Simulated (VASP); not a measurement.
Set up this calculation in VASP 6.6.1, as the native input.

| Property | Result |
| --- | --- |
| Task | single point |
| Functional | r2SCAN |
| Potentials or basis | VASP PAW PBE potentials, release 64 (Cu, I) |
| Cutoff | 520 eV |
| k mesh | 5 × 5 × 5 |
| Occupations | gaussian, width 0.05 eV |
| Spin | non-collinear spin, random start, spin-orbit coupling |
| Starting moments | [[-0.337, 0.082, -0.27], [0.0, -0.0, -0.0], [-0.0, -0.0, -0.0]] μB |
| Hubbard terms | Cu d U = 7 eV |
| Further INCAR settings | ALGO = Normal; EDIFF = 1e-06; NBANDS = 38 |

The structure of CuI2 lies in POSCAR:

```
CuI2
1.0
    0.0000000000      3.5112550600      3.5112550600
    3.5112550600      0.0000000000      3.5112550600
    3.5112550600      3.5112550600      0.0000000000
Cu I
1 2
Direct
    0.0000000000      0.0000000000      0.0000000000
    0.2500000000      0.2500000000      0.2500000000
    0.7500000000      0.7500000000      0.7500000000
```

The cell comes from a database or a generator and needn't be the stable form of this composition.

One way to write it, as run:

INCAR

```
SYSTEM = CuI2
ALGO     = Normal         ! electronic algorithm
EDIFF    = 1E-6           ! SCF threshold, eV
ENCUT    = 520            ! plane-wave cutoff, eV
GGA_COMPAT= .False.      
ISIF     = 2              ! what is computed and relaxed
ISMEAR   = 0              ! smearing method
LASPH    = .True.         ! aspherical terms in the spheres
LCHARG   = .False.        ! write CHGCAR
LDAU     = .True.         ! DFT+U
LDAUJ    = 0 0          
LDAUL    = 2 -1           ! shell
LDAUPRINT= 1            
LDAUTYPE = 2            
LDAUU    = 7 0            ! U, eV
LMAXMIX  = 4              ! l up to which the mixer works
LMIXTAU  = .True.       
LORBIT   = 11             ! projections on sites
LORBMOM  = .True.       
LREAL    = .False.        ! projectors in reciprocal space
LSORBIT  = .True.         ! spin-orbit coupling
LWAVE    = .False.        ! write WAVECAR
MAGMOM   = -0.337 0.082 -0.27 0 0 0 0 0 0 ! initial moments
METAGGA  = R2SCAN         ! meta-GGA
NBANDS   = 38             ! bands
NELM     = 100            ! most SCF steps
PREC     = Accurate       ! precision mode
SIGMA    = 0.05           ! smearing width, eV
```

KPOINTS

```
k-points
0
Gamma
  5 5 5
  0 0 0
```

Potentials or basis: VASP PAW PBE potentials, release 64 (Cu, I).

Command:

```console
$ cat potpaw_PBE.64/Cu/POTCAR potpaw_PBE.64/I/POTCAR > POTCAR
$ mpirun -np 1 vasp_ncl > vasp.out
```

Results of the run:

| Property | Result |
| --- | --- |
| Pressure | 2.9 GPa |
| Net moment | 0.03 μB per cell |
| Valence electrons inside the program's atomic spheres | Cu 9.91; I 4.30 |

Caveat: the PAW data sets were made with another functional, which shifts forces and pressure a little.

Wall time 44 min on 1 thread of Intel(R) Xeon(R) Platinum 8375C CPU @ 2.90GHz (Ice Lake), on a shared host, peak memory 0.77 GiB.
